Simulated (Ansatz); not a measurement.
**TiO2: further runs on the relaxed cell**

The task here is to estimate one member of a computed series from the others.

Method: DFT PBE, scalar-relativistic, plane waves, PAW, in Ansatz 0.2.0.

1 further run of the same task is left out (set aside as unsound or not needed).

## Starting point

Symmetry: P4_2/mnm, No. 136, tetragonal system. The conventional cell has a = 4.643 Å, b = 4.643 Å, c = 2.964 Å, α = 90.00°, β = 90.00°, γ = 90.00°. Around Ti (site symmetry mmm) lie 6 O at 1.96 to 2.00 Å. O (site symmetry m2m) is surrounded by 3 Ti at 1.96 to 2.00 Å.

As a file:

```
Ti O
1.0
     4.64328    0.00000    0.00000
     0.00000    4.64328    0.00000
     0.00000    0.00000    2.96388
Ti O
2 4
Direct
  0.00000 0.00000 0.00000
  0.50000 0.50000 0.50000
  0.30513 0.30513 0.00000
  0.19487 0.80513 0.50000
  0.69487 0.69487 0.00000
  0.80513 0.19487 0.50000
```

It is the result of an earlier relaxation at this level (volume 10.65 Å³/atom; gap on the mesh: 1.86 eV).

The first run:

input.yaml

```yaml
crystal:
  lattice:
    - [4.6432750097, 0.0, 0.0]
    - [0.0, 4.6432750097, 0.0]
    - [0.0, 0.0, 2.9638820252]
  atoms:
    - { symbol: Ti, position: [0.0, 0.0, 0.0] }
    - { symbol: Ti, position: [0.5, 0.5, 0.5] }
    - { symbol: O, position: [0.3051282523, 0.3051282523, 0.0] }
    - { symbol: O, position: [0.1948717477, 0.8051282523, 0.5] }
    - { symbol: O, position: [0.6948717477, 0.6948717477, 0.0] }
    - { symbol: O, position: [0.8051282523, 0.1948717477, 0.5] }
basis:
  ecutwfc: 420
kpoints:
  mp_grid: { grid: [6, 6, 10] }
  band_path:
    path:
      - [[0.0, 0.0, 0.0], [0.0, 0.5, 0.0], [0.5, 0.5, 0.0], [0.0, 0.0, 0.0], [0.0, 0.0, 0.5], [0.0, 0.5, 0.5], [0.5, 0.5, 0.5], [0.0, 0.0, 0.5]]
      - [[0.0, 0.5, 0.0], [0.0, 0.5, 0.5]]
      - [[0.5, 0.5, 0.0], [0.5, 0.5, 0.5]]
    npoints: 14
hamiltonian:
  xc: pbe
scf:
  occupations: { method: gaussian, width: 0.02 }
  n_extra_bands: 15
output:
  forces: true
  stress: true
  eigenvalues: true
  populations: true
  dos: { projected: true, de: 0.02, nscf_kmesh: { grid: [9, 9, 15] } }
  bader: true
  write_density: true
  write_potential: true
  elf: true
  volumetric_format: npy
```

On the command line:

```bash
> ansatz run input.yaml --threads 2 --pin off --max-ram 5120MiB --backend cpu --events-out ev --progress --plain --runs-dir out
```

Steps of the session up to this table: Bands, states and charges; Band edges anywhere in the zone; Levels beside the edges; Point at V/V0 = 0.97; Volume × 1.03; Volume × 0.94; The cell scaled to 1.06 of its volume.

One table of the session follows, with a row left open; its other results are not shown here.

It belongs to the step «Energy against volume». 

```
volume (Å³/atom)  energy above the lowest point (meV/atom)  pressure (GPa)  gap on the mesh (eV)
          10.011                                      27.7           14.77                  1.91
          10.331                                         ?               ?                     ?
          10.650                                       0.0            0.01                  1.86
          10.970                                       5.6           -5.49                  1.86
          11.289                                      21.2           -9.90                  1.88
```

Estimate the missing values for volume (Å³/atom) = 10.331.

Worked estimate for «energy above the lowest point (meV/atom)». A straight line through the neighbours (10.011, 27.7) and (10.650, 0.0) gives 27.7 + (0.0 − 27.7) × (10.331 − 10.011) / (10.650 − 10.011) = 13.8; a parabola fitted to 3 rows on both sides gives 7.4.

As computed: energy above the lowest point (meV/atom): 6.5; pressure (GPa): 6.71; gap on the mesh (eV): 1.88. In «energy above the lowest point (meV/atom)» the line misses by +7.3 and the parabola by +0.9.
